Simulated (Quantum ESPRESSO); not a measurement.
Crystal: LiH.

```
Li H
1.0
     0.00000    2.03675    2.03675
     2.03675    0.00000    2.03675
     2.03675    2.03675    0.00000
Li H
1 1
Cartesian
  0.0000 0.0000 0.0000
  2.0368 2.0368 2.0368
```

```yaml
Program: Quantum ESPRESSO 7.5
Task: phonons
Functional: PBE
Potentials_or_basis: GBRV 1.5 PBE
Cutoff: 612 eV
Density_cutoff: 4898 eV
k_mesh: 6 × 6 × 6, shifted
Occupations: fermi-dirac, width 0.05 eV
Spin: no spin polarisation
Target_pressure: 20 GPa
Mixing_beta: 0.5
Most_SCF_iterations: 120
SCF_threshold: 4e-10 Ry
```

The cell and the atoms were relaxed first at 20 GPa, to 5.82 Å³/atom (a = 2.544 Å, b = 2.544 Å, c = 2.544 Å, α = 60.00°, β = 60.00°, γ = 60.00°), and the response was taken there.

The first run showed a gap, so the response started from a second, tighter run with fixed occupations.

Task: Where do the zone-centre optical modes lie?

Result: T1u at 921 cm⁻¹ (IR). Polar modes are given without the macroscopic field (transverse values).

Optical modes at Γ, degenerate ones joined, polar ones without the macroscopic field:
| cm⁻¹ | components | symmetry | active in | IR intensity, summed ((D/Å)²/amu) |
| --- | --- | --- | --- | --- |
| 921 | 3 | T1u | IR | 68.86 |

Zone-centre frequencies without and with the macroscopic field along z (cm⁻¹):
|  | optical modes in rising order |
| --- | --- |
| without | 921 921 921 |
| with the field | 921 921 1335 |

Born effective charge tensors (e):
atom 1, Li
```
0.95 0.00 0.00
0.00 0.95 0.00
0.00 0.00 0.95
```
atom 2, H
```
-0.92  0.00  0.00
 0.00 -0.92  0.00
 0.00  0.00 -0.92
```

Electronic dielectric tensor:
```
4.50 0.00 0.00
0.00 4.50 0.00
0.00 0.00 4.50
```

Static dielectric tensor, electrons and zone-centre modes:
```
9.45 0.00 0.00
0.00 9.45 0.00
0.00 0.00 9.45
```

Caveat: the volume moved by over 15 % at a fixed basis, so the end points are rough; the cell is more than 3 GPa from zero pressure, which shifts response properties.
